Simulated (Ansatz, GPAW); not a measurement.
# One calculation of K, 3 ways

```xyz
1
Lattice="0.0000 3.3919 3.3919 3.3919 0.0000 3.3919 3.3919 3.3919 0.0000" Properties=species:S:1:pos:R:3 pbc="T T T"
K     0.0000    0.0000    0.0000
```

This isn't the form of K at room conditions, which is bcc.

Alike in all runs: task single point; functional PBEsol; k mesh 7 × 7 × 7; occupations gaussian, width 0.05 eV; no spin polarisation; no spin-orbit coupling. Pressure is positive in compression and, in plane waves, holds the error of the finite cutoff, which Ansatz's Pulay term estimates and takes out.

| program and potentials | plane-wave cutoff (eV) | notes | pressure (GPa) |
| --- | --- | --- | --- |
| Ansatz, Ansatz PAW | 420 | potentials made for PBE, which Ansatz adapts in part | -0.30 |
| Ansatz, all-electron LAPW, scalar-relativistic | - | - | -0.30 |
| GPAW, PAW data sets generated for this functional | 600 | - | ? |

Question: Estimate from the other rows what the run with GPAW, PAW data sets generated for this functional gave.

Answer: Pressure -0.32 GPa. The other rows, which needn't bracket it: pressure -0.30.
